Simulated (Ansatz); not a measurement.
Born–Oppenheimer molecular dynamics of a periodic cell of 25 atoms, Mg₁₂O₁₃ (surface MgO(111), adsorbate O). It starts from a relaxed structure.

Level of theory: Ansatz 0.2.0, DFT PBE, scalar-relativistic, plane waves, PAW. Settings: PAW set soft_1, cutoff 420 eV, k mesh 2x2x1, fermi-dirac smearing 0.02 eV, spin collinear.

```json
{
 "ensemble": "NVT, Langevin thermostat",
 "time step": "1 fs",
 "steps asked": "200",
 "set temperature": "600 K",
 "friction": "0.5 /fs",
 "atoms held": "1 to 8",
 "seed": "890095"
}
```

Frames 20 fs apart, positions in Å, forces in eV/Å.

Velocities at 20 fs (Å/ps):

```
Mg 0.00 0.00 0.00
O 0.00 0.00 0.00
Mg 0.00 0.00 0.00
O 0.00 0.00 0.00
Mg 0.00 0.00 0.00
O 0.00 0.00 0.00
Mg 0.00 0.00 0.00
O 0.00 0.00 0.00
Mg -3.24 1.72 1.60
O -0.20 5.15 0.59
Mg -1.68 0.31 -5.16
O 2.45 2.39 -1.31
Mg -6.72 0.35 5.83
O 7.82 0.06 -1.82
Mg -12.03 0.34 1.91
O 8.27 -2.40 3.79
Mg 3.61 1.15 3.77
O -0.40 -1.78 3.46
Mg 2.44 0.07 9.58
O -1.58 -2.78 1.49
Mg -2.49 -7.23 2.10
O -3.39 0.75 -5.98
Mg -4.84 0.26 -0.98
O -7.88 1.05 -3.02
O 4.58 6.70 -4.20
```

```xyz
25
Lattice="5.6144 0.0000 0.0000 2.8072 4.8622 0.0000 0.0000 0.0000 18.7302" Properties=species:S:1:pos:R:3:forces:R:3 time_fs=20 energy_less_start_eV=0.348 T=439
Mg 0.000 0.000 1.000 0.05 0.00 -0.72
O 4.211 4.052 2.146 -0.14 -0.06 0.49
Mg 1.404 2.431 1.000 0.04 -0.07 -0.86
O 2.807 1.621 2.146 -0.13 0.19 0.49
Mg 2.807 0.000 1.000 -0.05 0.03 -0.63
O 7.018 4.052 2.146 -0.05 0.00 0.38
Mg 4.211 2.431 1.000 -0.06 0.05 -0.81
O 5.614 1.621 2.146 0.07 0.00 0.74
Mg 5.633 3.200 3.465 -0.55 0.69 0.92
O 1.424 2.408 4.697 0.03 0.64 -0.01
Mg 4.202 0.887 3.498 -0.13 -0.84 0.22
O -0.053 0.016 4.679 0.48 -0.72 -0.03
Mg 2.727 3.271 3.483 1.10 -0.05 0.57
O 4.209 2.400 4.706 -0.54 1.22 -0.22
Mg 1.392 0.823 3.570 -0.02 -0.60 -0.38
O 2.822 -0.004 4.591 -0.28 -0.32 0.05
Mg 2.811 1.564 5.986 -0.21 -0.51 0.30
O 4.145 0.728 7.116 -0.16 0.39 0.32
Mg 4.226 4.124 6.029 0.38 -0.85 -0.93
O 5.563 3.266 7.093 0.23 0.42 0.39
Mg 5.580 1.621 6.179 -0.53 0.04 -0.66
O 1.349 0.773 7.086 1.04 0.61 0.69
Mg 6.966 4.059 6.004 -0.56 -0.08 -0.36
O 2.783 3.283 7.579 -0.01 -0.19 0.05
O 2.801 3.197 8.794 -0.01 0.00 0.02
25
Lattice="5.6144 0.0000 0.0000 2.8072 4.8622 0.0000 0.0000 0.0000 18.7302" Properties=species:S:1:pos:R:3:forces:R:3 time_fs=40 energy_less_start_eV=0.595 T=692
Mg 0.000 0.000 1.000 0.05 -0.11 -0.75
O 4.211 4.052 2.146 -0.13 -0.01 0.86
Mg 1.404 2.431 1.000 0.15 0.01 -0.86
O 2.807 1.621 2.146 -0.04 0.22 0.72
Mg 2.807 0.000 1.000 -0.03 0.04 -0.58
O 7.018 4.052 2.146 0.16 -0.03 0.77
Mg 4.211 2.431 1.000 -0.17 0.08 -0.79
O 5.614 1.621 2.146 0.12 -0.01 1.13
Mg 5.642 3.179 3.479 -0.76 1.50 0.16
O 1.387 2.446 4.678 0.21 0.10 0.65
Mg 4.274 0.887 3.522 -1.00 -0.79 -0.45
O -0.031 0.040 4.735 0.65 -0.60 -0.25
Mg 2.752 3.281 3.574 0.70 0.13 -0.98
O 4.133 2.437 4.687 0.51 0.84 0.27
Mg 1.405 0.860 3.560 0.44 -1.04 -0.66
O 2.867 0.034 4.586 -0.82 -0.72 0.15
Mg 2.805 1.544 5.981 -0.64 -0.37 0.75
O 4.091 0.750 7.154 0.27 0.13 -0.25
Mg 4.292 4.084 5.985 -0.05 0.29 0.15
O 5.560 3.258 7.144 0.48 0.18 -0.38
Mg 5.564 1.604 6.173 -0.23 0.00 0.31
O 1.330 0.761 7.165 0.94 0.13 -0.56
Mg 6.989 4.057 5.996 -0.79 0.18 0.66
O 2.768 3.273 7.683 0.07 -0.04 -5.64
O 2.751 3.254 8.833 -0.09 -0.10 5.58
25
Lattice="5.6144 0.0000 0.0000 2.8072 4.8622 0.0000 0.0000 0.0000 18.7302" Properties=species:S:1:pos:R:3:forces:R:3 time_fs=60 energy_less_start_eV=0.443 T=518
Mg 0.000 0.000 1.000 0.05 -0.04 -0.80
O 4.211 4.052 2.146 -0.12 -0.03 0.83
Mg 1.404 2.431 1.000 0.06 -0.02 -0.85
O 2.807 1.621 2.146 0.01 0.17 0.82
Mg 2.807 0.000 1.000 -0.06 0.00 -0.62
O 7.018 4.052 2.146 0.14 0.09 0.77
Mg 4.211 2.431 1.000 -0.04 0.08 -0.79
O 5.614 1.621 2.146 0.03 0.04 1.23
Mg 5.691 3.216 3.536 -1.44 0.69 -0.54
O 1.442 2.495 4.639 0.19 -0.79 1.01
Mg 4.229 0.873 3.515 -0.51 -0.42 0.13
O -0.031 0.024 4.754 0.33 -0.27 -0.52
Mg 2.786 3.272 3.509 1.04 0.21 -0.19
O 4.188 2.453 4.763 -0.15 -0.03 -0.72
Mg 1.374 0.848 3.568 0.29 -0.68 -0.65
O 2.781 -0.014 4.594 0.49 0.33 0.17
Mg 2.793 1.510 5.982 0.17 0.22 0.38
O 4.048 0.717 7.210 0.77 0.19 -0.70
Mg 4.350 4.063 6.021 -0.79 0.09 -0.11
O 5.574 3.192 7.123 1.00 0.48 0.25
Mg 5.601 1.586 6.168 -0.60 -0.68 0.47
O 1.433 0.753 7.143 -0.08 0.30 -0.28
Mg 7.033 4.038 6.006 -0.92 0.21 0.80
O 2.728 3.272 7.687 0.15 -0.12 -0.12
O 2.768 3.254 8.901 -0.01 -0.01 0.03
25
Lattice="5.6144 0.0000 0.0000 2.8072 4.8622 0.0000 0.0000 0.0000 18.7302" Properties=species:S:1:pos:R:3:forces:R:3 time_fs=80 energy_less_start_eV=0.679 T=537
Mg 0.000 0.000 1.000 0.01 -0.14 -0.80
O 4.211 4.052 2.146 -0.13 -0.10 1.13
Mg 1.404 2.431 1.000 0.11 0.08 -0.90
O 2.807 1.621 2.146 0.04 0.17 0.98
Mg 2.807 0.000 1.000 -0.03 -0.02 -0.75
O 7.018 4.052 2.146 0.15 0.06 0.80
Mg 4.211 2.431 1.000 -0.08 0.11 -0.91
O 5.614 1.621 2.146 -0.10 0.18 1.29
Mg 5.666 3.251 3.515 -0.60 -0.04 -0.44
O 1.487 2.451 4.628 -1.00 -0.14 1.09
Mg 4.204 0.884 3.497 -0.40 -0.97 0.01
O -0.093 0.043 4.738 1.29 -0.68 -0.75
Mg 2.818 3.240 3.582 0.72 0.90 -1.02
O 4.163 2.366 4.821 0.35 1.18 -1.13
Mg 1.348 0.894 3.538 0.54 -1.58 -0.45
O 2.791 -0.073 4.617 -0.25 1.06 -0.34
Mg 2.789 1.505 5.979 0.00 0.15 0.72
O 4.070 0.705 7.189 0.80 0.78 -0.28
Mg 4.330 4.052 5.990 -0.17 -0.34 0.86
O 5.705 3.245 7.151 -0.36 -0.40 -0.59
Mg 5.610 1.562 6.109 -0.37 0.33 1.42
O 1.451 0.744 7.105 -0.48 0.13 -0.16
Mg 6.996 4.099 5.998 -0.24 -0.66 0.32
O 2.764 3.228 7.683 0.22 -0.10 -1.08
O 2.719 3.292 8.881 -0.01 0.03 0.98
25
Lattice="5.6144 0.0000 0.0000 2.8072 4.8622 0.0000 0.0000 0.0000 18.7302" Properties=species:S:1:pos:R:3:forces:R:3 time_fs=100 energy_less_start_eV=1.081 T=533
Mg 0.000 0.000 1.000 0.01 -0.11 -0.73
O 4.211 4.052 2.146 -0.12 -0.18 0.96
Mg 1.404 2.431 1.000 0.03 0.04 -0.93
O 2.807 1.621 2.146 -0.06 0.10 0.99
Mg 2.807 0.000 1.000 -0.05 -0.06 -0.74
O 7.018 4.052 2.146 0.16 0.03 0.75
Mg 4.211 2.431 1.000 0.00 0.14 -0.84
O 5.614 1.621 2.146 -0.09 0.15 1.29
Mg 5.716 3.259 3.534 -1.34 -0.86 -1.16
O 1.487 2.457 4.623 -1.13 -0.99 1.41
Mg 4.167 0.900 3.510 0.31 -1.46 -0.39
O -0.045 -0.005 4.699 0.79 -0.28 -0.35
Mg 2.767 3.180 3.557 1.82 1.59 -1.45
O 4.166 2.305 4.811 0.56 1.96 -0.99
Mg 1.344 0.834 3.535 0.40 -1.11 -0.45
O 2.783 -0.122 4.594 -0.20 2.15 0.49
Mg 2.814 1.593 5.974 -0.73 -1.35 1.55
O 4.141 0.805 7.212 0.37 0.26 -0.78
Mg 4.263 4.023 5.987 1.06 0.42 1.09
O 5.771 3.308 7.111 -0.68 -0.24 -0.54
Mg 5.679 1.597 6.133 -1.12 0.78 0.63
O 1.403 0.787 7.130 0.84 -0.68 -0.49
Mg 7.048 4.181 5.963 -1.10 -0.49 0.83
O 2.750 3.143 7.650 0.16 0.36 1.17
O 2.686 3.291 8.878 0.12 -0.16 -1.33
25
Lattice="5.6144 0.0000 0.0000 2.8072 4.8622 0.0000 0.0000 0.0000 18.7302" Properties=species:S:1:pos:R:3:forces:R:3 time_fs=120 energy_less_start_eV=0.721 T=695
Mg 0.000 0.000 1.000 -0.07 -0.05 -0.82
O 4.211 4.052 2.146 -0.05 -0.13 0.96
Mg 1.404 2.431 1.000 0.02 0.08 -0.88
O 2.807 1.621 2.146 0.03 0.10 0.88
Mg 2.807 0.000 1.000 0.02 -0.07 -0.71
O 7.018 4.052 2.146 0.07 0.05 0.78
Mg 4.211 2.431 1.000 0.02 0.05 -0.81
O 5.614 1.621 2.146 -0.21 0.17 1.20
Mg 5.694 3.223 3.574 -0.78 -0.25 -0.94
O 1.518 2.451 4.635 -0.84 -0.28 0.80
Mg 4.147 0.867 3.547 0.22 -0.91 -0.46
O -0.022 0.039 4.693 0.27 -0.52 -0.31
Mg 2.824 3.261 3.517 0.39 0.41 -0.52
O 4.136 2.354 4.798 1.04 1.31 -0.85
Mg 1.341 0.844 3.486 0.80 -0.67 0.29
O 2.772 -0.096 4.634 0.22 1.34 -0.24
Mg 2.858 1.609 6.045 -1.06 -1.51 1.10
O 4.244 0.802 7.239 -0.22 0.18 -0.86
Mg 4.316 3.985 5.966 0.31 1.33 1.14
O 5.767 3.342 7.135 -0.67 -0.69 -0.47
Mg 5.665 1.606 6.141 -0.16 0.51 0.49
O 1.417 0.756 7.096 0.75 -0.51 -0.16
Mg 7.048 4.154 5.981 -0.44 -0.09 0.45
O 2.745 3.156 7.655 0.24 0.18 0.21
O 2.637 3.289 8.864 0.10 -0.04 -0.26
25
Lattice="5.6144 0.0000 0.0000 2.8072 4.8622 0.0000 0.0000 0.0000 18.7302" Properties=species:S:1:pos:R:3:forces:R:3 time_fs=140 energy_less_start_eV=0.956 T=692
Mg 0.000 0.000 1.000 -0.07 -0.04 -0.67
O 4.211 4.052 2.146 0.02 -0.07 0.73
Mg 1.404 2.431 1.000 0.03 0.08 -0.83
O 2.807 1.621 2.146 0.15 0.12 0.81
Mg 2.807 0.000 1.000 0.02 -0.04 -0.63
O 7.018 4.052 2.146 0.18 0.07 0.57
Mg 4.211 2.431 1.000 0.03 0.03 -0.67
O 5.614 1.621 2.146 -0.16 0.21 1.12
Mg 5.744 3.264 3.554 -1.20 -0.66 -1.05
O 1.528 2.450 4.618 -0.94 -0.21 1.02
Mg 4.169 0.854 3.580 0.41 -0.27 -0.86
O -0.036 0.015 4.684 0.56 0.13 -0.34
Mg 2.853 3.253 3.528 0.29 0.79 -0.88
O 4.144 2.456 4.781 1.20 -0.35 -0.70
Mg 1.372 0.875 3.481 0.29 -1.20 0.28
O 2.784 -0.078 4.599 0.07 1.56 0.42
Mg 2.881 1.607 5.994 -1.31 -1.69 1.41
O 4.284 0.677 7.204 -0.31 2.04 -0.22
Mg 4.306 3.961 6.005 0.04 2.23 0.66
O 5.746 3.358 7.104 -0.41 -0.90 -0.07
Mg 5.652 1.662 6.119 0.36 -0.41 0.67
O 1.421 0.747 7.059 0.59 -0.04 -0.20
Mg 7.038 4.184 5.985 -0.22 -1.41 -0.57
O 2.744 3.125 7.630 0.39 -0.04 -0.82
O 2.594 3.311 8.811 -0.01 0.08 0.85
25
Lattice="5.6144 0.0000 0.0000 2.8072 4.8622 0.0000 0.0000 0.0000 18.7302" Properties=species:S:1:pos:R:3:forces:R:3 time_fs=160 energy_less_start_eV=1.063 T=537
Mg 0.000 0.000 1.000 -0.16 -0.05 -0.66
O 4.211 4.052 2.146 0.03 -0.08 0.86
Mg 1.404 2.431 1.000 0.03 0.11 -0.74
O 2.807 1.621 2.146 0.19 0.06 0.72
Mg 2.807 0.000 1.000 0.09 -0.01 -0.74
O 7.018 4.052 2.146 0.20 0.12 0.37
Mg 4.211 2.431 1.000 0.06 -0.03 -0.83
O 5.614 1.621 2.146 -0.28 0.18 0.93
Mg 5.695 3.320 3.521 0.18 -1.50 -0.88
O 1.498 2.383 4.593 -0.36 0.71 0.90
Mg 4.138 0.885 3.582 1.11 -1.19 -1.01
O -0.095 -0.004 4.723 1.46 -0.15 -0.86
Mg 2.934 3.190 3.529 -1.77 1.49 -0.78
O 4.203 2.457 4.726 0.64 -0.07 0.25
Mg 1.345 0.842 3.470 0.09 -0.78 0.36
O 2.809 -0.059 4.591 -0.47 1.47 0.69
Mg 2.875 1.608 5.990 -1.03 -1.85 1.06
O 4.249 0.706 7.210 -0.16 1.36 -0.70
Mg 4.330 4.009 5.969 0.08 1.91 0.75
O 5.743 3.324 7.080 -0.55 -0.42 0.09
Mg 5.598 1.703 6.092 1.16 -1.56 0.83
O 1.453 0.743 7.089 -0.14 0.30 -0.55
Mg 7.100 4.103 6.027 -0.72 -0.28 -0.14
O 2.796 3.051 7.599 0.17 0.40 0.44
O 2.610 3.317 8.783 0.15 -0.14 -0.38
25
Lattice="5.6144 0.0000 0.0000 2.8072 4.8622 0.0000 0.0000 0.0000 18.7302" Properties=species:S:1:pos:R:3:forces:R:3 time_fs=180 energy_less_start_eV=0.896 T=475
Mg 0.000 0.000 1.000 -0.10 -0.05 -0.68
O 4.211 4.052 2.146 -0.06 -0.06 0.72
Mg 1.404 2.431 1.000 0.08 0.07 -0.77
O 2.807 1.621 2.146 0.17 0.18 0.88
Mg 2.807 0.000 1.000 0.06 0.07 -0.66
O 7.018 4.052 2.146 0.26 0.02 0.45
Mg 4.211 2.431 1.000 -0.02 -0.06 -0.81
O 5.614 1.621 2.146 -0.18 0.23 0.99
Mg 5.662 3.311 3.480 0.13 -1.09 -0.45
O 1.442 2.422 4.670 0.43 0.75 0.16
Mg 4.226 0.843 3.600 -0.70 -0.06 -1.51
O -0.100 0.047 4.671 1.74 -1.11 0.19
Mg 2.925 3.216 3.531 -1.21 0.76 -0.23
O 4.258 2.472 4.771 -0.69 -0.04 -0.54
Mg 1.334 0.880 3.506 0.47 -0.83 -0.09
O 2.759 -0.046 4.540 0.32 1.53 1.11
Mg 2.844 1.573 5.943 -0.15 -1.02 1.26
O 4.282 0.714 7.212 -0.57 0.65 -1.03
Mg 4.404 4.065 6.050 -1.36 0.58 -0.71
O 5.650 3.296 7.137 1.31 -0.23 0.34
Mg 5.610 1.698 6.103 0.73 -1.33 0.78
O 1.451 0.743 7.068 -0.05 1.05 0.02
Mg 7.082 4.080 5.994 -0.65 -0.16 0.59
O 2.879 3.086 7.578 -0.17 0.41 1.04
O 2.669 3.328 8.774 0.22 -0.27 -1.04
```

Of the whole run (200 fs, mean temperature of the second half 583 K): A run of 0.2 ps of so small a system gives no equilibrium averages. The friction is so strong that the motion is overdamped, so the time scale means little. Limits of this set-up: coarse k mesh, thin slab, slab without dipole correction, a typed lattice constant that wasn't relaxed here.

Time of the run: 22 min on 4 threads of AMD EPYC 7B13 (Zen 3) (shared host), peak memory 1.5 GiB.
